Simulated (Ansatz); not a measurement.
Here is an Ansatz 0.2.0 calculation.

The input input:

```
crystal:
  lattice:
    - [0.0, 2.82891, 2.82891]
    - [2.82891, 0.0, 2.82891]
    - [2.82891, 2.82891, 0.0]
  atoms:
    - { symbol: Ge, position: [0.75, 0.75, 0.75] }
    - { symbol: Ge, position: [0.5, 0.5, 0.5] }
hamiltonian:
  xc: pbe0
  pseudopotentials: { kind: paw }
kpoints:
  mp_grid: { grid: [6, 6, 6] }
scf:
  occupations: { method: fermi_dirac, width: 0.05 }
output:
  forces: true
  stress: true
  eigenvalues: true
```

Predict the band gap on the k mesh.

1.40 eV, indirect (least direct gap 1.44 eV).

Predict the pressure.

0.8 GPa.

Caveat: the PAW data sets come from PBE, with cores solved anew for the run's functional, which leaves a small shift of forces and pressure; the thresholds are loose for stress.

**Measured values to compare with.**

From “Electronic and optical properties of SixGe1-x-ySny alloys lattice-matched to Ge”, 2021, arxiv:2109.02782, for a bulk crystal of Ge at 300 K: band gap 0.807 eV (direct).

A measured gap of Ge is 0.807 eV (direct; 300 K; “Electronic and optical properties of SixGe1-x-ySny alloys lattice-matched to Ge”, 2021, arxiv:2109.02782); the calculated 1.40 eV misses it by +0.60 eV. 3 values of this kind are on record (0.666 to 0.807 eV); this one was drawn at random among those near their median. Spin-orbit coupling on Ge is left out. The value is that of PBE0 on a finite k mesh, which can miss the band edges, without temperature or zero-point motion.
